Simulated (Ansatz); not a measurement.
# Where V_H (site 2) puts its levels in the gap of MgH2 (Pbcn)

Charge states of V_H (site 2) in MgH2 (Pbcn), set against the band edges. Model: a cell of 72 host atoms with 1 H taken out.

Method: place-levels on LDA runs: charge-transition levels and formation energies with image-charge correction and potential alignment at the atomic sites, in Ansatz 0.2.0.

**1. Set-up**

The cell holds 71 atoms: 24 Mg and 47 H. Its edges and angles: a = 10.328 Å, b = 6.932 Å, c = 9.686 Å, α = 90.0°, β = 90.0°, γ = 98.5°. It derives from MgH2 (space group Pbcn). Nearest the centre at fractional (0.458, 0.647, 0.289): Mg11 at 1.88 Å, Mg8 at 1.92 Å, Mg2 at 1.97 Å, H14 at 2.45 Å, H26 at 2.63 Å, H23 at 2.67 Å, H58 at 2.67 Å, H17 at 2.68 Å.

As a file:

```xyz
71
Lattice="8.8408 5.3395 0.0000 -4.4204 5.3395 0.0000 0.0000 0.0000 9.6859" Properties=species:S:1:pos:R:3 pbc="T T T"
Mg   -2.2102    4.4362    3.6322
Mg    2.2102    4.4362    3.6322
Mg    6.6306    4.4362    3.6322
Mg    0.0000    3.5730    1.2107
Mg    4.4204    3.5730    1.2107
Mg    4.4204    8.9125    1.2107
Mg   -2.2102    6.2428    1.2107
Mg    2.2102    6.2428    1.2107
Mg    6.6306    6.2428    1.2107
Mg    0.0000    1.7664    3.6322
Mg    0.0000    7.1059    3.6322
Mg    4.4204    7.1059    3.6322
H    -1.1920    4.7749    2.0392
H     3.2284    4.7749    2.0392
H     7.6488    4.7749    2.0392
H     1.0182    3.2343    2.8038
H     1.0182    8.5738    2.8038
H     5.4386    8.5738    2.8038
H    -1.0182    3.2343    4.4607
H     3.4022    3.2343    4.4607
H     3.4022    8.5738    4.4607
H    -3.2284    4.7749    0.3823
H     1.1920    4.7749    0.3823
H     5.6124    4.7749    0.3823
H    -1.1920    5.9040    4.4607
H     3.2284    5.9040    4.4607
H     7.6488    5.9040    4.4607
H     1.0182    2.1052    0.3823
H     1.0182    7.4446    0.3823
H     5.4386    7.4446    0.3823
H    -1.0182    2.1052    2.0392
H     3.4022    2.1052    2.0392
H     3.4022    7.4446    2.0392
H    -3.2284    5.9040    2.8038
H     5.6124    5.9040    2.8038
Mg   -2.2102    4.4362    8.4752
Mg    2.2102    4.4362    8.4752
Mg    6.6306    4.4362    8.4752
Mg    0.0000    3.5730    6.0537
Mg    4.4204    3.5730    6.0537
Mg    4.4204    8.9125    6.0537
Mg   -2.2102    6.2428    6.0537
Mg    2.2102    6.2428    6.0537
Mg    6.6306    6.2428    6.0537
Mg    0.0000    1.7664    8.4752
Mg    0.0000    7.1059    8.4752
Mg    4.4204    7.1059    8.4752
H    -1.1920    4.7749    6.8821
H     3.2284    4.7749    6.8821
H     7.6488    4.7749    6.8821
H     1.0182    3.2343    7.6468
H     1.0182    8.5738    7.6468
H     5.4386    8.5738    7.6468
H    -1.0182    3.2343    9.3036
H     3.4022    3.2343    9.3036
H     3.4022    8.5738    9.3036
H    -3.2284    4.7749    5.2253
H     1.1920    4.7749    5.2253
H     5.6124    4.7749    5.2253
H    -1.1920    5.9040    9.3036
H     3.2284    5.9040    9.3036
H     7.6488    5.9040    9.3036
H     1.0182    2.1052    5.2253
H     1.0182    7.4446    5.2253
H     5.4386    7.4446    5.2253
H    -1.0182    2.1052    6.8821
H     3.4022    2.1052    6.8821
H     3.4022    7.4446    6.8821
H    -3.2284    5.9040    7.6468
H     1.1920    5.9040    7.6468
H     5.6124    5.9040    7.6468
```

The host's dielectric constants go in as inputs: (4.33, 4.44, 4.44) for the electrons alone, (11.73, 11.23, 11.76) with the ions, computed on the host (DFPT, LDA).

The cell's shortest repeat is 6.9 Å.

**2. The runs of each charge state**

Levels follow from differences of total energies between charge states, each relaxed by itself.

Each atom starts 0.03 Å or so off its site in a random direction. Forces are taken at the zone centre alone. The cell holds 1 electron more than the neutral one, with a uniform background that keeps it neutral on the whole.

One of the inputs; charge, spin and start change from state to state.

The input, qm1.relax/input.yaml:

```yaml
crystal:
  lattice:
    - [8.84084502, 5.33945801, 0.0]
    - [-4.42042251, 5.33945801, 0.0]
    - [0.0, 0.0, 4.84296315]
  atoms:
    - { symbol: Mg, position: [0.11027502, 0.72055005, 0.75] }
    - { symbol: Mg, position: [0.44360836, 0.38721671, 0.75] }
    - { symbol: Mg, position: [0.77694169, 0.05388338, 0.75] }
    - { symbol: Mg, position: [0.22305831, 0.44611662, 0.25] }
    - { symbol: Mg, position: [0.55639164, 0.11278329, 0.25] }
    - { symbol: Mg, position: [0.88972498, 0.77944995, 0.25] }
    - { symbol: Mg, position: [0.22305831, 0.94611662, 0.25] }
    - { symbol: Mg, position: [0.55639164, 0.61278329, 0.25] }
    - { symbol: Mg, position: [0.88972498, 0.27944995, 0.25] }
    - { symbol: Mg, position: [0.11027502, 0.22055005, 0.75] }
    - { symbol: Mg, position: [0.44360836, 0.88721671, 0.75] }
    - { symbol: Mg, position: [0.77694169, 0.55388338, 0.75] }
    - { symbol: H, position: [0.20820203, 0.68606178, 0.42105885] }
    - { symbol: H, position: [0.54153536, 0.35272845, 0.42105885] }
    - { symbol: H, position: [0.8748687, 0.01939511, 0.42105885] }
    - { symbol: H, position: [0.27869282, 0.32704336, 0.57894115] }
    - { symbol: H, position: [0.61202616, 0.99371003, 0.57894115] }
    - { symbol: H, position: [0.94535949, 0.6603767, 0.57894115] }
    - { symbol: H, position: [0.1251313, 0.48060489, 0.92105885] }
    - { symbol: H, position: [0.45846464, 0.14727155, 0.92105885] }
    - { symbol: H, position: [0.79179797, 0.81393822, 0.92105885] }
    - { symbol: H, position: [0.05464051, 0.8396233, 0.07894115] }
    - { symbol: H, position: [0.38797384, 0.50628997, 0.07894115] }
    - { symbol: H, position: [0.72130718, 0.17295664, 0.07894115] }
    - { symbol: H, position: [0.27869282, 0.82704336, 0.92105885] }
    - { symbol: H, position: [0.61202616, 0.49371003, 0.92105885] }
    - { symbol: H, position: [0.94535949, 0.1603767, 0.92105885] }
    - { symbol: H, position: [0.20820203, 0.18606178, 0.07894115] }
    - { symbol: H, position: [0.54153536, 0.85272845, 0.07894115] }
    - { symbol: H, position: [0.8748687, 0.51939511, 0.07894115] }
    - { symbol: H, position: [0.05464051, 0.3396233, 0.42105885] }
    - { symbol: H, position: [0.38797384, 0.00628997, 0.42105885] }
    - { symbol: H, position: [0.72130718, 0.67295664, 0.42105885] }
    - { symbol: H, position: [0.1251313, 0.98060489, 0.57894115] }
    - { symbol: H, position: [0.45846464, 0.64727155, 0.57894115] }
    - { symbol: H, position: [0.79179797, 0.31393822, 0.57894115] }
  supercell: [1, 1, 2]
  defects: [{ vacancy: 34 }]
total_charge: -1
basis:
  ecutwfc: 420
  xc_grid: 2
hamiltonian:
  xc: lda
kpoints:
  mp_grid: { grid: [1, 1, 1] }
scf:
  occupations: { method: fixed }
  max_iter: 100
output:
  forces: true
  charged_corrections:
    epsilon: [4.33, 4.44, 4.44]
    static_epsilon: [11.73, 11.23, 11.76]
relax:
  f_tol: 0.02
  max_steps: 80
  random_displacement: { amplitude: 0.03, seed: 6389 }
checkpoint:
  write: "../qm1.relax.run"
  compress: false
  write_wavefunctions: true
  write_every: 100000
```

Run with:

```bash
$ ansatz run input.yaml --threads 4 --pin off --max-ram 6594MiB --backend cpu --events-out ev --progress --plain --runs-dir out
```

The relaxed structure is kept and the sampling changed to a 2×2×2 shifted mesh.

The run of this state that the levels use, under LDA:

The input, qm1.point/input.yaml:

```yaml
crystal:
  checkpoint: "../qm1.relax.run"
  host: checkpoint
total_charge: -1
basis:
  ecutwfc: 420
  xc_grid: 2
hamiltonian:
  xc: lda
kpoints:
  mp_grid: { grid: [2, 2, 2], shift: [0.5, 0.5, 0.5] }
scf:
  occupations: { method: fermi_dirac, width: 0.01 }
  max_iter: 100
output:
  forces: true
  eigenvalues: true
  charged_corrections:
    epsilon: [4.33, 4.44, 4.44]
    static_epsilon: [11.73, 11.23, 11.76]
    defect_position: [0.460413, 0.648518, 0.290094]
  eigenstates: { localisation: true }
  populations: true
  band_densities: [{ bands: [v1, v1] }, { bands: [c1, c1] }]
  write_density: true
  write_potential: true
  volumetric_format: npy
  elf: true
checkpoint:
  write: "../qm1.point.run"
  compress: false
  write_wavefunctions: false
  write_every: 100000
```

Relaxations under LDA at the zone centre alone; times on 4 threads of Arm Neoverse V2, shared host:

```
charge  moment (μB)  occupations    outcome  steps  largest displacement against the far atoms (Å)   time
    −1            0        fixed  converged      5                                            0.28  9.5 s
     0            1        fixed  converged      4                                            0.06   14 s
    +1            0        fixed  converged      5                                            0.33  9.5 s
```

Single points under LDA at a 2×2×2 shifted mesh; times on 4 threads of Arm Neoverse V2, shared host:

```
charge  moment (μB)  occupations    outcome  time
    −1            0  fermi-dirac  converged  28 s
     0            1  fermi-dirac  converged  62 s
    +1            0  fermi-dirac  converged  28 s
```

Distances (Å) from the ideal centre to the nearest atoms after relaxation with LDA:

```
charge  moment (μB)       1.       2.       3.      4.      5.      6.
    −1            0  Mg 1.61  Mg 1.73  Mg 1.91  H 2.43  H 2.66  H 2.68
     0            1  Mg 1.83  Mg 1.92  Mg 2.03  H 2.40  H 2.62  H 2.63
    +1            0  Mg 2.10  Mg 2.12  Mg 2.25  H 2.36  H 2.40  H 2.54
```

**3. Placing the levels, LDA**

A charged cell interacts with its images and the background, and its potential has another zero than the host's. place-levels removes the first by a point-charge model, screened by the static dielectric constant since the ions have relaxed around the charge, and the second by comparing potentials at atoms far from the defect.

The host is a run of the defect-free crystal in the same cutoffs, grids and k-points, so that basis and sampling errors cancel in part in the differences. The host is run in a cell of 36 atoms on a matching mesh. Its band edges are searched through the zone by a band path, so the gap is smaller than, or equal to, that on the mesh. Chemical potentials are energies per atom of H (H2 molecule), run with the same functional and cutoff.

The input, levels.point.yaml:

```yaml
host:
  run: host.point.run
states: [qm1.point.run, q0_M1.point.run, qp1.point.run]
geometry_from:
  qm1.point.run: qm1.relax.run
  q0_M1.point.run: q0_M1.relax.run
  qp1.point.run: qp1.relax.run
  host.point.run: host.relax.run
chemical_potentials:
  H:
    energy: -15.478237
    dataset: "<sha256 of the dataset>"
```

Run with:

```bash
$ ansatz place-levels levels.point.yaml -- --threads 4 --pin off --max-ram 6594MiB
```

Numbers of over 12 decimals in the logs are rounded to 6 here.

The program printed:

```text
[... repeated set-up lines and file paths are left out, and long positions are rounded to six places ...]
(+1/0) 2.269 eV above the valence edge, 1.048 eV under the conduction edge
(0/-1) 2.616 eV above the valence edge, 0.702 eV under the conduction edge
formation energy of charge +1: -0.703 eV with the Fermi level at the valence edge
formation energy of charge 0: +1.566 eV with the Fermi level at the valence edge
formation energy of charge -1: +4.183 eV with the Fermi level at the valence edge
  edges by lda, gap 3.318 eV; the host is sampled to repeats of 23.12 Å
  the defect's cells are sampled to repeats of 23.12 Å, like sampling
  charge +1: -46391.0755 eV with its correction of +0.123 eV, at epsilon [11.73, 11.23, 11.76], aligned at sites: -0.0689 eV, mean over 54 atomic sites at or beyond 3.47 Å from the host's site at [0.4597, 0.6469, 0.2889] by the defect at [0.4604, 0.6485, [...]
  charge 0: +0.000 eV for its dipole among its images, +0.001 omitted
  charge -1: -46381.2502 eV with its correction of +0.167 eV, at epsilon [11.73, 11.23, 11.76], aligned at sites: +0.0245 eV, mean over 54 atomic sites at or beyond 3.47 Å from the host's site at [0.4597, 0.6469, 0.2889] by the defect at [0.4604, 0.6485, [...]
  of states[2] (qp1.point.run): how wide its charge is, is not read beside other atoms or cores, and a band state would take no correction. [...]
  of states[0] (qm1.point.run): how wide its charge is, is not read beside other atoms or cores, and a band state would take no correction. [...]
```

Run time: 0.18 s. Hardware: 4 threads of Arm Neoverse V2, shared host.

Under LDA the gap is 3.32 eV, (+1/0) 2.27, (0/−1) 2.62 eV.

Levels between the charges placed, in eV above the valence top:

```
     gap (eV)  (+1/0)  (0/−1)
LDA      3.32    2.27    2.62
```

Corrections by state:

```
charge  moment (μB)  image terms and alignment (eV)  band filling (eV)                                  ε used  over the lowest of its charge, as the program ranks them, band filling apart (eV)
    +1          0.0                           0.123                  -  principal values (11.23, 11.73, 11.76)                                                                              0.000
     0          1.0                           0.000                  -                                       -                                                                              0.000
    −1          0.0                           0.167                  -  principal values (11.23, 11.73, 11.76)                                                                              0.000
```

From the program's caveats on the states, each cut to its opening words:

- charge +1, −1: how wide its charge is, is not read beside other atoms or cores, and a band state would take no correction
- charge +1: its sublattices stand up to 0.0273 Å off the host's, which by the two runs' forces adds about +0.01 eV to its energy against the host's, and moves the band [...]
- charge +1: its displacements don't fall off away from the defect: farther atoms stand 0.045 Å off the host's places
- charge −1: its displacements don't fall off away from the defect: farther atoms stand 0.031 Å off the host's places

The host's formation energy from the elements is -0.304 eV per atom; it sets how far the chemical potentials can move.

Limit set by the element alone; other compounds of these elements are not counted. Chemical potentials from the elements' reference states: H 0.00 eV, Mg -0.91 eV. Formation energies (H-rich), with the Fermi level at the valence top and at the conduction bottom (gap 3.32 eV):

```
charge  at valence top (eV)  at conduction bottom (eV)  correction included (eV)
    +1                -0.70                       2.61                      0.12
     0                 1.57                       1.57                      0.00
    −1                 4.18                       0.86                      0.17
```

```
Fermi level (eV)  lowest formation energy (eV)
            0.00                         -0.70
            0.30                         -0.40
            0.60                         -0.10
            0.90                          0.20
            1.21                          0.50
            1.51                          0.80
            1.81                          1.11
            2.11                          1.41
            2.41                          1.57
            2.72                          1.47
            3.02                          1.17
            3.32                          0.86
```

Limit set by the element alone; other compounds of these elements are not counted. Chemical potentials from the elements' reference states: Mg 0.00 eV, H -0.46 eV. Formation energy by charge state (Mg-rich; gap 3.32 eV):

```
charge  at valence top (eV)  at conduction bottom (eV)  correction included (eV)
    +1                -1.16                       2.16                      0.12
     0                 1.11                       1.11                      0.00
    −1                 3.73                       0.41                      0.17
```

Fermi level (eV), lowest formation energy (eV) and a bar from the least value:
```
     0.00      -1.16 
     0.30      -0.86 ####
     0.60      -0.56 ########
     0.90      -0.26 ############
     1.21       0.05 ################
     1.51       0.35 ####################
     1.81       0.65 ########################
     2.11       0.95 ############################
     2.41       1.11 ##############################
     2.72       1.01 #############################
     3.02       0.71 #########################
     3.32       0.41 #####################
```

(Part 1 of 2 ends here.)

[Logs are printed without paths, hosts, clocks, repeated set-up lines and the standing remarks that a program may print on its own settings, such as how far it seeks lower states.]

[Hosts, paths, dates, database ids (printed as entryN), source tags and the programs' standing remarks are cut or masked in the printed files.]

[Where a table of states has a column of steps, it counts the stored structures, which are thinned; the runs took as many ionic steps or more.]

[A defect's name tells the site on which it was built; relaxed atoms can leave that site.]

[For some hosts the program warned that the k-mesh of the response run may be too coarse for force constants and the static dielectric constant; such warnings are not shown here.]
